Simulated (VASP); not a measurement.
# TiSi2 (Cmcm) in VASP: single point with PBE

Aim: the single point of TiSi2 with PBE.

All numbers are computed with VASP 6.6.1; they aren't measurements. Logs are shortened: lines on timing, memory, paths and dates and some standing lists are left out, and cuts for length are marked.

**1. The structure**

Symmetry: Cmcm, No. 63, orthorhombic system. Conventional cell: a = 3.530 Å, b = 13.519 Å, c = 3.565 Å, α = 90.00°, β = 90.00°, γ = 90.00°. Around Ti (site symmetry m2m) lie 10 Si at 2.58 to 2.81 Å. Si (site symmetry m2m) is surrounded by 2 Si at 2.38 Å and 4 Ti at 2.58 Å. Si (site symmetry m2m) has 4 Si at 2.51 Å and 4 Ti at 2.66 to 2.67 Å as nearest neighbours.

The cell comes from a database or a generator and needn't be the stable form of this composition.

**2. Single point, PBE**

Contents of INCAR:

```
PREC = Accurate ; ENCUT = 520
EDIFF = 1E-7 ; ISMEAR = 0
SIGMA = 0.1 ; LREAL = False
LASPH = True ; NELM = 100
ALGO = Fast ; ISIF = 2
LWAVE = False ; LCHARG = False
GGA = PE ; NBANDS = 29
```

Contents of KPOINTS:

```
regular mesh
0
Gamma
  6 6 6
```

Contents of POSCAR:

```
TiSi2
1.0
    1.7651050250     -6.7592815350      0.0000000000
    1.7651050250      6.7592815350      0.0000000000
    0.0000000000      0.0000000000      3.5651739700
Ti Si
2 4
Direct
    0.8968819200      0.1031180800      0.7500000000
    0.1031180800      0.8968819200      0.2500000000
    0.5582514500      0.4417485500      0.7500000000
    0.4417485500      0.5582514500      0.2500000000
    0.2496851800      0.7503148200      0.7500000000
    0.7503148200      0.2496851800      0.2500000000
```

Potentials or basis: VASP PAW PBE potentials, release 64 (Ti_sv, Si).

On the command line:

```console
cat potpaw_PBE.64/Ti_sv/POTCAR potpaw_PBE.64/Si/POTCAR > POTCAR
mpirun -np 1 vasp_std > vasp.out
```

OUTCAR:

```text
PREC = Accurate
   ENCUT = 520
   EDIFF = 1E-7
   ISMEAR = 0
   LREAL = False
   LASPH = True
   NELM = 100
   ISIF = 2
   GGA = PE

 ion  position               nearest neighbor table
   1  0.897  0.103  0.750-   4 2.58   4 2.58   4 2.58   4 2.58   5 2.66   5 2.66   6 2.67   6 2.67
                             3 2.81   3 2.81
   2  0.103  0.897  0.250-   3 2.58   3 2.58   3 2.58   3 2.58   6 2.66   6 2.66   5 2.67   5 2.67
                             4 2.81   4 2.81
   3  0.558  0.442  0.750-   4 2.38   4 2.38   2 2.58   2 2.58   2 2.58   2 2.58   1 2.81   1 2.81
                             5 3.13   5 3.13
   4  0.442  0.558  0.250-   3 2.38   3 2.38   1 2.58   1 2.58   1 2.58   1 2.58   2 2.81   2 2.81
                             6 3.13   6 3.13
   5  0.250  0.750  0.750-   6 2.51   6 2.51   6 2.51   6 2.51   1 2.66   1 2.66   2 2.67   2 2.67
                             3 3.13   3 3.13
   6  0.750  0.250  0.250-   5 2.51   5 2.51   5 2.51   5 2.51   2 2.66   2 2.66   1 2.67   1 2.67
                             4 3.13   4 3.13

  LATTYP: Found a base centered orthorhombic cell.
 ALAT       =     3.5302100500
 B/A-ratio  =     3.8293934011
 C/A-ratio  =     1.0099042039

  Lattice vectors:

 A1 = (   1.7651050250,  -6.7592815350,   0.0000000000)
 A2 = (   1.7651050250,   6.7592815350,   0.0000000000)
 A3 = (   0.0000000000,   0.0000000000,   3.5651739700)

Analysis of symmetry for initial positions (statically):
=====================================================================
 Subroutine PRICEL returns:
 Original cell was already a primitive cell.

 Routine SETGRP: Setting up the symmetry group for a
 base centered orthorhombic supercell.

 Subroutine GETGRP returns: Found  8 space group operations
 (whereof  4 operations were pure point group operations)
 out of a pool of  8 trial point group operations.

The static configuration has the point symmetry C_2h.
 The point group associated with its full space group is D_2h.

Analysis of symmetry for dynamics (positions and initial velocities):
=====================================================================
 Subroutine PRICEL returns:
 Original cell was already a primitive cell.

 Routine SETGRP: Setting up the symmetry group for a
 base centered orthorhombic supercell.

 Subroutine GETGRP returns: Found  8 space group operations
 (whereof  4 operations were pure point group operations)
 out of a pool of  8 trial point group operations.

The dynamic configuration has the point symmetry C_2h.
 The point group associated with its full space group is D_2h.

 Subroutine INISYM returns: Found  8 space group operations
 (whereof  4 operations are pure point group operations),
 and found     1 'primitive' translations

----------------------------------------------------------------------------------------

                                     Primitive cell

  volume of cell :      85.0711

  direct lattice vectors                    reciprocal lattice vectors
     1.765105025 -6.759281535  0.000000000     0.283269263 -0.073972359  0.000000000
     1.765105025  6.759281535  0.000000000     0.283269263  0.073972359  0.000000000
     0.000000000  0.000000000  3.565173970     0.000000000  0.000000000  0.280491221

  length of vectors
     6.985948942  6.985948942  3.565173970     0.292768484  0.292768484  0.280491221

  position of ions in fractional coordinates (direct lattice)
     0.896881920  0.103118080  0.750000000
     0.103118080  0.896881920  0.250000000
     0.558251450  0.441748550  0.750000000
     0.441748550  0.558251450  0.250000000
     0.249685180  0.750314820  0.750000000
     0.750314820  0.249685180  0.250000000

  ion indices of the primitive-cell ions
   primitive index   ion index
                 1           1
                 2           2
                 3           3
                 4           4
                 5           5
                 6           6

----------------------------------------------------------------------------------------

 KPOINTS: regular mesh

Automatic generation of k-mesh.
 Grid dimensions read from file:
 generate k-points for:    6    6    6

 Generating k-lattice:

  Cartesian coordinates                     Fractional coordinates (reciprocal lattice)
     0.047211544 -0.012328726  0.000000000     0.166666667 -0.000000000  0.000000000
     0.047211544  0.012328726  0.000000000    -0.000000000  0.166666667  0.000000000
     0.000000000  0.000000000  0.046748537     0.000000000  0.000000000  0.166666667

  Length of vectors
     0.048794747  0.048794747  0.046748537

  Shift w.r.t. Gamma in fractional coordinates (k-lattice)
     0.000000000  0.000000000  0.000000000

 Subroutine IBZKPT returns following result:
 ===========================================

 Found     52 irreducible k-points:

 Following reciprocal coordinates:
            Coordinates               Weight
  0.000000  0.000000  0.000000      1.000000
  0.166667 -0.000000  0.000000      4.000000
  0.333333  0.000000  0.000000      4.000000
  0.500000 -0.000000  0.000000      2.000000
  0.166667  0.166667  0.000000      2.000000
  0.333333  0.166667  0.000000      4.000000
[... 16 lines left out ...]
  0.333333  0.333333  0.166667      4.000000
  0.500000  0.333333  0.166667      8.000000
 [... further k-points ...]
   k-points           NKPTS =     52   k-points in BZ     NKDIM =     52   number of bands    NBANDS=     29
   number of dos      NEDOS =    301   number of ions     NIONS =      6
   total plane-waves  NPLWV =  81648
   dimension x,y,z NGX =    54 NGY =   54 NGZ =   28
   dimension x,y,z NGXF=   108 NGYF=  108 NGZF=   56
   ions per type =               2   4
   NGX,Y,Z   is equivalent  to a cutoff of  12.85, 12.85, 13.06 a.u.
   NGXF,Y,Z  is equivalent  to a cutoff of  25.70, 25.70, 26.11 a.u.
 SYSTEM =  unknown system
   PREC   = accura    normal or accurate (medium, high low for compatibility)
   ISTART =      0    job   : 0-new  1-cont  2-samecut
   ICHARG =      2    charge: 1-file 2-atom 10-const
   ISPIN  =      1    spin polarized calculation?
   LNONCOLLINEAR =      F non collinear calculations
   LSORBIT =      F    spin-orbit coupling
   LASPH  =      T    aspherical Exc in radial PAW
   ENCUT  =  520.0 eV  38.22 Ry    6.18 a.u.  12.99 12.99  6.63*2*pi/ulx,y,z
   NELM   =    100;   NELMIN=  2; NELMDL= -5     # of ELM steps
   EDIFF  = 0.1E-06   stopping-criterion for ELM
   LREAL  =      F    real-space projection
   EDIFFG = 0.1E-05   stopping-criterion for IOM
   NSW    =      0    number of steps for IOM
   IBRION =     -1    ionic relax: 0-MD 1-quasi-New 2-CG
   NFREE  =      0    steps in history (QN), initial steepest desc. (CG)
   ISIF   =      2    stress and relaxation
   ISYM   =      2    0-nonsym 1-usesym 2-fastsym
   POTIM  = 0.5000    time-step for ionic-motion
   TEBEG  =    0.0;   TEEND  =   0.0 temperature during run
   PSTRESS=    0.0 pullay stress
   NELECT =      40.0000    total number of electrons
   NUPDOWN=      -1.0000    fix difference up-down
   EMIN   =  10.00;   EMAX   =-10.00  energy-range for DOS
   EFERMI =   0.00;   METHOD = LEGACY
   ISMEAR =     0;   SIGMA  =   0.10  broadening in eV -4-tet -1-fermi 0-gaus
   EFERMI_NEDOS =   21; number of points for ismear=-14 and -15
   IALGO  =     68    algorithm
   IMIX   =      4    mixing-type and parameters
     AMIX     =   0.40;   BMIX     =  1.00
     AMIX_MAG =   1.60;   BMIX_MAG =  1.00
  volume/ion in A,a.u.               =      14.18        95.68
  Fermi-wavevector in a.u.,A,eV,Ry     =   1.273017  2.405653 22.049227  1.620572
  Thomas-Fermi vector in A             =   2.405864
   LORBIT       =      0    0 simple, 1 ext, 2 COOP (PROOUT), +10 PAW based schemes
   GGA     = PE    functional components
   LHFCALC =     F    Hartree Fock is set to
   AEXX    =    0.0000 exact exchange contribution
   IVDW    =     0    specifies the selected vdW correction
   LEPSILON=     F    determine dielectric tensor
   LRPA    =     F    only Hartree local field effects (RPA)
 non-spin polarized calculation
 RMM-DIIS sequential band-by-band and
 Gauss-broadening in eV      SIGMA  =   0.10
  energy-cutoff  :      520.00
  volume of cell :       85.07
 maximum number of plane-waves:      2318
 NGX is ok and might be reduce to    54
   NGX = 25   NGY = 25   NGZ = 13

 number of electron      40.0000005 magnetization

 Free energy of the ion-electron system (eV)
  ---------------------------------------------------
  ext. energy  EPLUGINS =         0.00000000
  ---------------------------------------------------
  free energy    TOTEN  =       -40.73925040 eV

  energy without entropy =      -40.72954371  energy(sigma->0) =      -40.73439706

 E-fermi :  10.5485     XC(G=0): -11.6407

 val. band max:       10.5293077573   @ k =  -0.3333   0.1667   0.0000
 cond. band min:      10.5743556146   @ k =  -0.3333   0.1667   0.1667
 fundamental gap:      0.0450478573
 Fermi energy:        10.5485172021

 k-point     1 :       0.0000    0.0000    0.0000
  band No.  band energies     occupation
      1     -46.2694      2.00000
      2     -46.2600      2.00000
      3     -22.6245      2.00000
      4     -22.5832      2.00000
      5     -22.5704      2.00000
      6     -22.5703      2.00000
[... 21 lines left out ...]
     28      13.4829      0.00000
     29      13.6790      0.00000

 k-point     2 :       0.1667   -0.0000    0.0000
  band No.  band energies     occupation
      1     -46.2683      2.00000
      2     -46.2590      2.00000
      3     -22.6211      2.00000
      4     -22.6022      2.00000
      5     -22.5876      2.00000
      6     -22.5686      2.00000
[... 21 lines left out ...]
     28      13.6222      0.00000
     29      13.8281      0.00000

 k-point     3 :       0.3333    0.0000    0.0000
  band No.  band energies     occupation
      1     -46.2660      2.00000
      2     -46.2570      2.00000
      3     -22.6403      2.00000
      4     -22.6221      2.00000
      5     -22.6139      2.00000
      6     -22.5649      2.00000
[... 638 lines left out ...]
      5     -22.6090      2.00000
      6     -22.5834      2.00000
[... 21 lines left out ...]
     28      13.7192      0.00000
     29      14.3913      0.00000

 k-point    24 :       0.5000    0.3333    0.1667
  band No.  band energies     occupation
      1     -46.2666      2.00000
      2     -46.2588      2.00000
      3     -22.6147      2.00000
      4     -22.5996      2.00000
      5     -22.5882      2.00000
      6     -22.5861      2.00000
[... 21 lines left out ...]
     28      13.9318      0.00000
     29      14.2478      0.00000

 [... further k-points ...]
[... 5 lines left out ...]
  --------------------------------------------------------------------------------------
  -------------------------------------------------------------------------------------
  Total        1.0643086      0.8775960      1.0060734      0.0000000      0.0000000      0.0000000
  in kB       20.0445509     16.5281173     18.9477851      0.0000000      0.0000000      0.0000000
  external PRESSURE =      18.5068178 kB  Pullay stress =       0.0000000 kB

 VOLUME and BASIS-vectors are now :
 -----------------------------------------------------------------------------
  energy-cutoff  :      520.00
  volume of cell :       85.07
      direct lattice vectors                 reciprocal lattice vectors
     1.765105025 -6.759281535  0.000000000     0.283269263 -0.073972359  0.000000000
     1.765105025  6.759281535  0.000000000     0.283269263  0.073972359  0.000000000
     0.000000000  0.000000000  3.565173970     0.000000000  0.000000000  0.280491221

 POSITION                                       TOTAL-FORCE (eV/Angst)
 -----------------------------------------------------------------------------------
      1.76511     -5.36527      2.67388         0.000000     -0.034225      0.000000
      1.76511      5.36527      0.89129         0.000000      0.034225     -0.000000
      1.76511     -0.78748      2.67388         0.000000     -0.207389     -0.000000
      1.76511      0.78748      0.89129         0.000000      0.207389     -0.000000
      1.76511      3.38390      2.67388         0.000000      0.040269     -0.000000
      1.76511     -3.38390      0.89129         0.000000     -0.040269     -0.000000
 -----------------------------------------------------------------------------------
    total drift:                                0.000000      0.000000      0.000000

  FREE ENERGIE OF THE ION-ELECTRON SYSTEM (eV)
  ---------------------------------------------------
  free  energy   TOTEN  =       -40.7392504018 eV

  energy  without entropy=      -40.7295437143  energy(sigma->0) =      -40.73439706
```

It took 14 min on 1 thread of Intel Xeon Platinum 8488C (Sapphire Rapids), shared host; peak memory 0.34 GiB.

Results:

* Free energy: -40.7393 eV
* Pressure: 1.9 GPa
* Largest force: 0.207 eV/Å
* Band gap on the k mesh: none (metal or under the smearing width)

Forces in eV/Å, atoms in the order of the input:
```
Ti   0.000 -0.034  0.000
Ti   0.000  0.034  0.000
Si   0.000 -0.207  0.000
Si   0.000  0.207  0.000
Si   0.000  0.040  0.000
Si   0.000 -0.040  0.000
```

Stress tensor (GPa, compression positive):
```
2.00 0.00 0.00
0.00 1.65 0.00
0.00 0.00 1.89
```
